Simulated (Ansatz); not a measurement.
# Gallium, hcp under LDA: structure, energy and stiffness, part 2 of 2

The plan for gallium in the hcp structure: relax it, solve it on a dense k-mesh, switch on spin-orbit coupling, then scale the cell to 7 volumes from 88 to 112 % of the relaxed one and try a fit of the equation of state. The k-meshes are 12×12×7 for the relaxation; 20×20×11 for the dense run; 12×12×7 for spin-orbit coupling; 14×14×8 for the volumes.

Ansatz 0.2.0; DFT, LDA (PW92), plane waves (420 eV) with PAW, scalar-relativistic.

**6. Equation of state: 92 %**

Contents of input.yaml:

```yaml
crystal:
  lattice:
    - [2.8532554367, 0.0, 0.0]
    - [-1.4266277184, 2.4709916916, 0.0]
    - [0.0, 0.0, 4.504611726]
  atoms:
    - { symbol: Ga, position: [0.3333333333, 0.6666666667, 0.25] }
    - { symbol: Ga, position: [0.6666666667, 0.3333333333, 0.75] }
hamiltonian:
  xc: lda
  pseudopotentials:
    kind: paw
    azcp:
      Ga: "pseudopotentials/Ga.paw.azcp"
basis:
  ecutwfc: 420
  fft_grid_basis: typed
kpoints:
  mp_grid: { grid: [14, 14, 8], shift: [0, 0, 0] }
magnetization:
  spin_polarized: false
scf:
  occupations: { method: fermi_dirac, width: 0.1 }
  lower_state_search: "off"
output:
  stress: true
  write_density: true
  write_potential: true
  elf: true
  volumetric_format: npy
```

Launch:

```
$ ansatz run input.yaml --threads 2 --pin off --max-ram 5120MiB --backend cpu --events-out ev --progress --plain --runs-dir out
```

What it wrote, cut to the lines that bear on the results:

```text
Warning: <dir> the record states the generating functional pbe (its physics header spells it `PBE`), which answers neither for hamiltonian.xc's functional nor for the lda family's — results may be inconsistent (PPs are generated against a specific XC)
Warning: RAYON_NUM_THREADS=2 ignored (pool sized by the plan → 2); use --threads N
[...]
Pseudopotentials: kind: paw
Pseudopotential: Ga, paw, valence charge 13, recommended cutoff 420 eV (normal), <dir>
Functional definition: SPW92
[...]
Crystal: 2 atoms, lattice volume = 31.759 Å³
Basis set: ecut = 420 eV, 615 PW (Γ)
Bands: 17, of which v1, the nominal top of the filled ones, is band 13 counted from 1 (12 counted from 0)
Symmetry: 24 space group operations
Space group: P63/mmc (ITA 194), of the structure as read, at distance tolerance 3.2e-5 Å
k-points: 120 of 1568
[...]
SCF iter   1: F=—  HF=-7413.791625 eV  |F-HF|=—  |Δ(HF+E_count)|=         —  Δρ=7.48e-3  dr2=6.43e-3  ethr=1.77e-3  ⟨swp⟩=5.0  Hψ=9005  notcnv=0
[...]
SCF iter   6: F=-7413.788779 eV  HF=-7413.788779 eV  |F-HF|=1.87e-10  |Δ(HF+E_count)|=   1.14e-7  Δρ=3.37e-6  dr2=1.49e-9  ethr=3.64e-10  ⟨swp⟩=7.7  Hψ=12867  notcnv=0
[...]
SCF converged after 6 iterations
Free energy (F): -7413.788779 eV
[...]
E sigma→0 (E₀):  -7413.774829 eV
Entropy (-TS):   -0.027901 eV (-13.950 meV/atom)
Fermi energy:    11.908824 eV
[...]
--- Stress (GPa, compression-positive) ---
        6.473411      -0.000000       0.000000
       -0.000000       6.473411       0.000000
        0.000000       0.000000       7.141665
  P = ⅓ Tr σ = 6.6962 GPa (66.962 kbar)
--- Band table (eV; the first three rows and the last of 120) ---
  k-point 0: bands = ["-3.4295", "-3.2491", "-3.2491", "-3.2485", "-3.2087", "-3.2087", "-3.1753", "-3.1753", "-2.9503", "-2.9503", "-0.5894", "7.2012", "7.2456", "22.3478", "22.3478", "24.5945", "24.5945"]
[...]
```

Wall time 2.4 s (2 threads of Intel Xeon Platinum 8375C at 2.90GHz (Ice Lake), shared host); peak memory 0.39 GiB.

**7. Equation of state: 96 %**

Changes to input.yaml since step 6:

```diff
@@ -2,5 +2,5 @@
   lattice:
-    - [2.8532554367, 0.0, 0.0]
-    - [-1.4266277184, 2.4709916916, 0.0]
-    - [0.0, 0.0, 4.504611726]
+    - [2.8940217364, 0.0, 0.0]
+    - [-1.4470108682, 2.5062963428, 0.0]
+    - [0.0, 0.0, 4.5689720175]
   atoms:
@@ -26,5 +26 @@
   stress: true
-  write_density: true
-  write_potential: true
-  elf: true
-  volumetric_format: npy
```

Launch:

```
$ ansatz run input.yaml --threads 2 --pin off --max-ram 5120MiB --backend cpu --events-out ev --progress --plain --runs-dir out
```

What it wrote, cut to the lines that bear on the results:

```text
Warning: <dir> the record states the generating functional pbe (its physics header spells it `PBE`), which answers neither for hamiltonian.xc's functional nor for the lda family's — results may be inconsistent (PPs are generated against a specific XC)
Warning: RAYON_NUM_THREADS=2 ignored (pool sized by the plan → 2); use --threads N
[...]
[... 3 set-up lines as earlier in the session ...]
[...]
Crystal: 2 atoms, lattice volume = 33.140 Å³
Basis set: ecut = 420 eV, 627 PW (Γ)
Bands: 17, of which v1, the nominal top of the filled ones, is band 13 counted from 1 (12 counted from 0)
[... 2 set-up lines as earlier in the session ...]
k-points: 120 of 1568
[...]
SCF iter   1: F=—  HF=-7413.832993 eV  |F-HF|=—  |Δ(HF+E_count)|=         —  Δρ=6.86e-3  dr2=5.93e-3  ethr=1.77e-3  ⟨swp⟩=5.0  Hψ=9106  notcnv=0
[...]
SCF iter   6: F=-7413.830273 eV  HF=-7413.830273 eV  |F-HF|=5.94e-9  |Δ(HF+E_count)|=   1.28e-7  Δρ=5.05e-6  dr2=4.12e-9  ethr=3.00e-10  ⟨swp⟩=3.8  Hψ=6179  notcnv=0
[...]
SCF converged after 6 iterations
Free energy (F): -7413.830273 eV
[...]
E sigma→0 (E₀):  -7413.816498 eV
Entropy (-TS):   -0.027551 eV (-13.775 meV/atom)
Fermi energy:    11.246099 eV
[...]
--- Stress (GPa, compression-positive) ---
        2.915961       0.000000       0.000000
        0.000000       2.915961       0.000000
        0.000000       0.000000       3.387075
  P = ⅓ Tr σ = 3.0730 GPa (30.730 kbar)
```

It took 1.7 s on 2 threads of Intel Xeon Platinum 8375C at 2.90GHz (Ice Lake), shared host; peak memory 0.39 GiB.

**8. Equation of state: 100 %**

Changes to input.yaml since step 7:

```diff
@@ -2,5 +2,5 @@
   lattice:
-    - [2.8940217364, 0.0, 0.0]
-    - [-1.4470108682, 2.5062963428, 0.0]
-    - [0.0, 0.0, 4.5689720175]
+    - [2.9336707967, 0.0, 0.0]
+    - [-1.4668353984, 2.5406334363, 0.0]
+    - [0.0, 0.0, 4.6315684538]
   atoms:
```

Launch:

```
$ ansatz run input.yaml --threads 2 --pin off --max-ram 5120MiB --backend cpu --events-out ev --progress --plain --runs-dir out
```

What it wrote, cut to the lines that bear on the results:

```text
Warning: <dir> the record states the generating functional pbe (its physics header spells it `PBE`), which answers neither for hamiltonian.xc's functional nor for the lda family's — results may be inconsistent (PPs are generated against a specific XC)
Warning: RAYON_NUM_THREADS=2 ignored (pool sized by the plan → 2); use --threads N
[...]
[... 3 set-up lines as earlier in the session ...]
[...]
Crystal: 2 atoms, lattice volume = 34.521 Å³
Basis set: ecut = 420 eV, 687 PW (Γ)
Bands: 17, of which v1, the nominal top of the filled ones, is band 13 counted from 1 (12 counted from 0)
[... 2 set-up lines as earlier in the session ...]
k-points: 120 of 1568
[...]
SCF iter   1: F=—  HF=-7413.846505 eV  |F-HF|=—  |Δ(HF+E_count)|=         —  Δρ=6.28e-3  dr2=5.45e-3  ethr=1.77e-3  ⟨swp⟩=5.0  Hψ=9530  notcnv=0
[...]
SCF iter   6: F=-7413.843888 eV  HF=-7413.843888 eV  |F-HF|=5.00e-8  |Δ(HF+E_count)|=   7.88e-8  Δρ=1.14e-5  dr2=2.40e-8  ethr=3.49e-10  ⟨swp⟩=3.8  Hψ=6484  notcnv=0
[...]
SCF converged after 6 iterations
Free energy (F): -7413.843888 eV
[...]
E sigma→0 (E₀):  -7413.830227 eV
Entropy (-TS):   -0.027323 eV (-13.661 meV/atom)
Fermi energy:    10.637398 eV
[...]
--- Stress (GPa, compression-positive) ---
        0.092362      -0.000000       0.000000
       -0.000000       0.092362       0.000000
        0.000000       0.000000       0.404191
  P = ⅓ Tr σ = 0.1963 GPa (1.963 kbar)
```

Run time: 2.1 s. Hardware: 2 threads of Intel Xeon Platinum 8375C at 2.90GHz (Ice Lake), shared host; peak memory 0.39 GiB.

**9. Equation of state: 104 %**

Changes to input.yaml since step 8:

```diff
@@ -2,5 +2,5 @@
   lattice:
-    - [2.9336707967, 0.0, 0.0]
-    - [-1.4668353984, 2.5406334363, 0.0]
-    - [0.0, 0.0, 4.6315684538]
+    - [2.9722761554, 0.0, 0.0]
+    - [-1.4861380777, 2.5740666576, 0.0]
+    - [0.0, 0.0, 4.6925171334]
   atoms:
@@ -26 +26,5 @@
   stress: true
+  write_density: true
+  write_potential: true
+  elf: true
+  volumetric_format: npy
```

Launch:

```
$ ansatz run input.yaml --threads 2 --pin off --max-ram 5120MiB --backend cpu --events-out ev --progress --plain --runs-dir out
```

What it wrote, cut to the lines that bear on the results:

```text
Warning: <dir> the record states the generating functional pbe (its physics header spells it `PBE`), which answers neither for hamiltonian.xc's functional nor for the lda family's — results may be inconsistent (PPs are generated against a specific XC)
Warning: RAYON_NUM_THREADS=2 ignored (pool sized by the plan → 2); use --threads N
[...]
[... 3 set-up lines as earlier in the session ...]
[...]
Crystal: 2 atoms, lattice volume = 35.902 Å³
Basis set: ecut = 420 eV, 687 PW (Γ)
Bands: 17, of which v1, the nominal top of the filled ones, is band 13 counted from 1 (12 counted from 0)
[... 2 set-up lines as earlier in the session ...]
k-points: 120 of 1568
[...]
SCF iter   1: F=—  HF=-7413.837843 eV  |F-HF|=—  |Δ(HF+E_count)|=         —  Δρ=5.75e-3  dr2=4.93e-3  ethr=1.77e-3  ⟨swp⟩=5.1  Hψ=9671  notcnv=0
[...]
SCF iter   6: F=-7413.835365 eV  HF=-7413.835365 eV  |F-HF|=8.88e-8  |Δ(HF+E_count)|=   7.26e-8  Δρ=1.47e-5  dr2=4.23e-8  ethr=3.59e-10  ⟨swp⟩=5.8  Hψ=12740  notcnv=0
[...]
SCF converged after 6 iterations
Free energy (F): -7413.835365 eV
[...]
E sigma→0 (E₀):  -7413.821733 eV
Entropy (-TS):   -0.027264 eV (-13.632 meV/atom)
Fermi energy:    10.075480 eV
[...]
--- Stress (GPa, compression-positive) ---
       -2.159878       0.000000       0.000000
        0.000000      -2.159878       0.000000
        0.000000       0.000000      -1.941532
  P = ⅓ Tr σ = -2.0871 GPa (-20.871 kbar)
--- Band table (eV; the first three rows and the last of 120) ---
  k-point 0: bands = ["-5.0356", "-4.9239", "-4.9239", "-4.9227", "-4.8953", "-4.8953", "-4.8699", "-4.8699", "-4.7007", "-4.7007", "-1.3856", "5.4310", "6.0457", "19.5004", "19.5004", "21.6235", "21.6235"]
[...]
```

Run time: 2.8 s. Hardware: 2 threads of Intel Xeon Platinum 8375C at 2.90GHz (Ice Lake), shared host; peak memory 0.4 GiB.

**10. Equation of state: 108 %**

Changes to input.yaml since step 9:

```diff
@@ -2,5 +2,5 @@
   lattice:
-    - [2.9722761554, 0.0, 0.0]
-    - [-1.4861380777, 2.5740666576, 0.0]
-    - [0.0, 0.0, 4.6925171334]
+    - [3.0099038987, 0.0, 0.0]
+    - [-1.5049519494, 2.6066532392, 0.0]
+    - [0.0, 0.0, 4.7519223908]
   atoms:
```

Launch:

```
$ ansatz run input.yaml --threads 2 --pin off --max-ram 5120MiB --backend cpu --events-out ev --progress --plain --runs-dir out
```

What it wrote, cut to the lines that bear on the results:

```text
Warning: <dir> the record states the generating functional pbe (its physics header spells it `PBE`), which answers neither for hamiltonian.xc's functional nor for the lda family's — results may be inconsistent (PPs are generated against a specific XC)
Warning: RAYON_NUM_THREADS=2 ignored (pool sized by the plan → 2); use --threads N
[...]
[... 3 set-up lines as earlier in the session ...]
[...]
Crystal: 2 atoms, lattice volume = 37.283 Å³
Basis set: ecut = 420 eV, 711 PW (Γ)
Bands: 17, of which v1, the nominal top of the filled ones, is band 13 counted from 1 (12 counted from 0)
[... 2 set-up lines as earlier in the session ...]
k-points: 120 of 1568
[...]
SCF iter   1: F=—  HF=-7413.811494 eV  |F-HF|=—  |Δ(HF+E_count)|=         —  Δρ=5.35e-3  dr2=4.46e-3  ethr=1.77e-3  ⟨swp⟩=5.1  Hψ=9647  notcnv=0
[...]
SCF iter   6: F=-7413.809279 eV  HF=-7413.809279 eV  |F-HF|=5.28e-8  |Δ(HF+E_count)|=   1.26e-8  Δρ=1.08e-5  dr2=2.37e-8  ethr=3.85e-10  ⟨swp⟩=7.6  Hψ=12640  notcnv=0
[...]
SCF converged after 6 iterations
Free energy (F): -7413.809279 eV
[...]
E sigma→0 (E₀):  -7413.795627 eV
Entropy (-TS):   -0.027303 eV (-13.652 meV/atom)
Fermi energy:    9.554726 eV
[...]
--- Stress (GPa, compression-positive) ---
       -3.958393       0.000000       0.000000
        0.000000      -3.958393       0.000000
        0.000000       0.000000      -3.765939
  P = ⅓ Tr σ = -3.8942 GPa (-38.942 kbar)
--- Band table (eV; the first three rows and the last of 120) ---
  k-point 0: bands = ["-5.5042", "-5.4085", "-5.4085", "-5.4073", "-5.3829", "-5.3829", "-5.3596", "-5.3596", "-5.2050", "-5.2050", "-1.6102", "4.9281", "5.7057", "18.6846", "18.6846", "20.7620", "20.7620"]
[...]
```

Run time: 2.5 s. Hardware: 2 threads of Intel Xeon Platinum 8375C at 2.90GHz (Ice Lake), shared host; peak memory 0.41 GiB.

**11. Equation of state: 112 %**

Changes to input.yaml since step 10:

```diff
@@ -2,5 +2,5 @@
   lattice:
-    - [3.0099038987, 0.0, 0.0]
-    - [-1.5049519494, 2.6066532392, 0.0]
-    - [0.0, 0.0, 4.7519223908]
+    - [3.0466136617, 0.0, 0.0]
+    - [-1.5233068309, 2.6384448265, 0.0]
+    - [0.0, 0.0, 4.8098783757]
   atoms:
@@ -26,5 +26 @@
   stress: true
-  write_density: true
-  write_potential: true
-  elf: true
-  volumetric_format: npy
```

Launch:

```
$ ansatz run input.yaml --threads 2 --pin off --max-ram 5120MiB --backend cpu --events-out ev --progress --plain --runs-dir out
```

What it wrote, cut to the lines that bear on the results:

```text
Warning: <dir> the record states the generating functional pbe (its physics header spells it `PBE`), which answers neither for hamiltonian.xc's functional nor for the lda family's — results may be inconsistent (PPs are generated against a specific XC)
Warning: RAYON_NUM_THREADS=2 ignored (pool sized by the plan → 2); use --threads N
[...]
[... 3 set-up lines as earlier in the session ...]
[...]
Crystal: 2 atoms, lattice volume = 38.663 Å³
Basis set: ecut = 420 eV, 749 PW (Γ)
Bands: 17, of which v1, the nominal top of the filled ones, is band 13 counted from 1 (12 counted from 0)
[... 2 set-up lines as earlier in the session ...]
k-points: 120 of 1568
[...]
SCF iter   1: F=—  HF=-7413.771464 eV  |F-HF|=—  |Δ(HF+E_count)|=         —  Δρ=5.18e-3  dr2=4.20e-3  ethr=1.77e-3  ⟨swp⟩=5.1  Hψ=9547  notcnv=0
[...]
SCF iter   6: F=-7413.769328 eV  HF=-7413.769328 eV  |F-HF|=5.12e-10  |Δ(HF+E_count)|=   4.87e-9  Δρ=1.55e-6  dr2=3.10e-10  ethr=2.31e-10  ⟨swp⟩=2.5  Hψ=7534  notcnv=0
[...]
SCF converged after 6 iterations
Free energy (F): -7413.769328 eV
[...]
E sigma→0 (E₀):  -7413.755646 eV
Entropy (-TS):   -0.027363 eV (-13.681 meV/atom)
Fermi energy:    9.071057 eV
[...]
--- Stress (GPa, compression-positive) ---
       -5.383658       0.000000       0.000000
        0.000000      -5.383658       0.000000
        0.000000       0.000000      -5.191271
  P = ⅓ Tr σ = -5.3195 GPa (-53.195 kbar)
```

Run time: 2.3 s. Hardware: 2 threads of Intel Xeon Platinum 8375C at 2.90GHz (Ice Lake), shared host; peak memory 0.4 GiB.

**12. Energy and pressure against volume**

All volumes keep the relaxed shape and fractional coordinates.

| V (Å³/atom) | E − E₀ (meV/atom) | P from the stress (GPa) | P from the fit (GPa) |
| --- | --- | --- | --- |
| 15.189 | 66.1 | 11.27 | 11.30 |
| 15.880 | 27.7 | 6.70 | 6.71 |
| 16.570 | 6.9 | 3.07 | 3.08 |
| 17.260 | 0.0 | 0.20 | 0.21 |
| 17.951 | 4.3 | -2.09 | -2.08 |
| 18.641 | 17.3 | -3.89 | -3.90 |
| 19.332 | 37.3 | -5.32 | -5.34 |

A third-order Birch-Murnaghan fit gives V₀ = 17.317 Å³/atom, B₀ = 63 GPa and B₀′ = 4.8; it misses no point by more than 0.02 meV/atom.

**13. Results**

This closing draws on all 2 parts.

| quantity | value |
| --- | --- |
| space group (spins left aside) | P6_3/mmc (No. 194) |
| conventional cell | a = 2.934 Å, c = 4.632 Å (c/a = 1.579) |
| volume | 17.260 Å³/atom |
| shortest distance | 2.869 Å |
| gap on the mesh | none (levels filled in part) |
| relative to alpha-Ga (Cmce) | +63 meV/atom |
| V₀, B₀, B₀′ | 17.317 Å³/atom, 63 GPa, 4.8 |

In words: From the guessed start the volume shrank by 11.9 % in 6 steps. It lies 63 meV/atom above the element's reference form at the same level (alpha-Ga (Cmce), from a run of its own). Levels at the Fermi energy are filled in part, as in a metal. The total energy of the spin-orbit run (on a coarser mesh) lies -78 meV/atom from the scalar one; mesh and treatment of the core enter this figure, so it is no spin-orbit energy. The fitted modulus is 63 GPa; letting shape and positions relax at each volume could only lower it. The symmetry was held, so the structure may be unstable against distortions that break it.
